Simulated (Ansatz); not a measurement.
Rows from a G0W0 calculation on PbF2 (Pnma) (Ansatz 0.2.0; G0W0 on LDA, plane waves, PAW; 2×4×2 mesh, 796 empty bands, screening to 150 eV), in eV. Spin-orbit coupling is left out.

The database entry behind the starting cell differs from later determinations by our own check (about 0.2 % short), so it need not match the best structure at ambient conditions.

| row | k | band | start | Σx | Σc at the solution | Vxc |
| --- | --- | --- | --- | --- | --- | --- |
| A | Γ | c1 | 9.808 | -11.360 | -3.108 | -15.546 |
| B | (0.000, -0.500, -0.500) | v1 | 5.441 | -28.224 | 4.078 | -23.282 |
| C | Γ | v1 | 5.638 | -28.304 | 3.968 | -23.512 |
| D | Γ | v2 | 5.324 | -27.928 | 4.078 | -22.955 |
| E | Γ | c2 | 10.542 | -10.429 | -3.461 | -15.012 |
| F | (0.000, -0.500, -0.500) | c1 | 9.712 | -10.451 | -3.272 | -14.794 |

Question: Give the quasiparticle energies and the shift of each level.

The quasiparticle equation reads E = start + Σx + Σc(E) − Vxc.

| row | E (eV) | shift (eV) |
| --- | --- | --- |
| A | 10.886 | +1.078 |
| B | 4.577 | −0.865 |
| C | 4.813 | −0.825 |
| D | 4.429 | −0.895 |
| E | 11.665 | +1.122 |
| F | 10.783 | +1.071 |

The gap over the computed points goes from 4.07 eV to 5.97 eV.

Limits: not at the basis limit; no spin-orbit coupling; coarse k mesh.

[Runs of the session that timed out or met a known fault of the program may be left out.]

[Cells called generated may have been cut or substituted from an entry of the Crystallography Open Database or the Materials Project.]

[Hosts, paths, dates, database ids (printed as entryN), source tags and the programs' standing remarks are cut or masked in the printed files.]
